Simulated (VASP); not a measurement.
Here is a VASP 6.6.1 calculation.

Contents of INCAR:

```
SYSTEM = Fe
PREC = Accurate
ENCUT = 520
EDIFF = 1E-7
ISMEAR = 0
SIGMA = 0.1
LREAL = .False.
LASPH = .True.
NELM = 150
ALGO = Fast
ISIF = 3
LWAVE = .False.
LCHARG = .False.
ISPIN = 2
MAGMOM = 2.5
LORBIT = 11
LMAXMIX = 4
GGA = PE
IBRION = 2
NSW = 80
EDIFFG = -0.002
```

KPOINTS

```
regular mesh
0
Gamma
  8 8 8
  0 0 0
```

The input POSCAR:

```
Fe
1.0
   -1.4430000000      1.4430000000      1.4430000000
    1.4430000000     -1.4430000000      1.4430000000
    1.4430000000      1.4430000000     -1.4430000000
Fe
1
Direct
    0.0000000000      0.0000000000      0.0000000000
```

Potentials or basis: VASP PAW PBE potentials, release 64 (Fe).

Run with:

```console
$ cat potpaw_PBE.64/Fe/POTCAR > POTCAR
$ mpirun -np 1 vasp_std > vasp.out
```

(1) Estimate the site moments.

(2) Predict the space group after relaxing (to 0.05 Å).

(3) What does it give for the relaxed volume?

Answers

(1) Fe +2.35 μB.

(2) Im-3m (No. 229).

(3) 11.54 Å³/atom.

Caveat: the k mesh is coarse (spacing up to 0.38 Å⁻¹), so the values aren't converged.
